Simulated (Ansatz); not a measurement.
**InCuS2, pressure series**

Base system: InCuS2 in the chalcopyrite structure (space group I-42d, No. 122; a = 5.522 Å, c = 11.130 Å).

Cell and atoms are relaxed at each pressure.

Calculations: Kohn–Sham DFT with the r2SCAN functional, run in Ansatz (a first-principles code) with PAW and 500 eV plane waves, no spin-orbit coupling.

```
pressure (GPa)  band gap (eV)
--------------  -------------
0                        0.36
1.8                      0.43
4.2                         ?
9                        0.66
18                       0.87
```

**Question.** Fit E_g = E₀ + αP + βP² to the rows shown and predict the withheld row.

**Answer.** Least squares on the printed values gives E₀ = 0.36 eV, α = 38.3 meV/GPa, β = -0.56 meV/GPa² (largest residual 0.00 eV); this predicts 0.51 eV, and the run gives 0.52 eV, in agreement.

Load acts through the strain it causes; cell and atoms are relaxed under it. No phonon test of stability was made. Competing high-pressure phases were not computed. The final runs are not spin-polarised.
